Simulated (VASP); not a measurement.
Set up this calculation in VASP 6.6.1, as the native input.

* Task: band structure
* Functional: PBE
* Potentials or basis: VASP PAW PBE potentials, release 64 (Pb_d, Se)
* Cutoff: 520 eV
* k mesh: 6 × 6 × 6
* Occupations: gaussian, width 0.03 eV
* Spin: spin-orbit coupling, no magnetisation
* Further INCAR settings: ALGO = Normal; EDIFF = 1e-06

The structure of PbSe (Clausthalite) lies in POSCAR:

```
PbSe                                    
1.0
    0.0000000000      3.0519897379      3.0519897379
    3.0519897379      0.0000000000      3.0519897379
    3.0519897379      3.0519897379      0.0000000000
  Pb              Se            
     1     1
Direct
     0.0000000000000000    0.0000000000000000    0.0000000000000000
     0.5000000000000000    0.5000000000000000    0.5000000000000000
```

One way to write it, as run:

INCAR

```
SYSTEM = PbSe
PREC = Accurate
ENCUT = 520
EDIFF = 1E-6
ISMEAR = 0
SIGMA = 0.03
LREAL = .FALSE.
LASPH = .TRUE.
NELM = 80
ALGO = Normal
ISIF = 2
LWAVE = .FALSE.
LCHARG = .FALSE.
MAGMOM = 0 0 0 0 0 0
LORBIT = 11
LSORBIT = .TRUE.
GGA_COMPAT = .FALSE.
GGA = PE
```

KPOINTS

```
regular mesh
0
G
  6 6 6
  0 0 0
```

KPOINTS_OPT

```
explicit points
252
Reciprocal
 0.0000000000  0.0000000000  0.0000000000 1
 0.0357142857  0.0000000000  0.0357142857 1
 0.0714285714  0.0000000000  0.0714285714 1
 0.1071428571  0.0000000000  0.1071428571 1
 0.1428571429  0.0000000000  0.1428571429 1
 0.1785714286  0.0000000000  0.1785714286 1
[... 244 lines left out ...]
 0.4879444600  0.0120555400  0.5000000000 1
 0.5120555400 -0.0120555400  0.5000000000 1
```

Potentials or basis: VASP PAW PBE potentials, release 64 (Pb_d, Se).

Command:

```sh
$ cat potpaw_PBE.64/Pb_d/POTCAR potpaw_PBE.64/Se/POTCAR > POTCAR
$ mpirun -np 1 vasp_ncl > vasp.out
```

Results of the run:

```
Pressure                                              : 2.3 GPa
Valence electrons inside the program's atomic spheres : Pb 11.87; Se 3.81
```

Run time: 5.8 min on 1 thread of Intel(R) Xeon(R) Platinum 8259CL CPU @ 2.50GHz (Skylake/Cascade Lake) (shared host), peak memory 0.31 GiB.
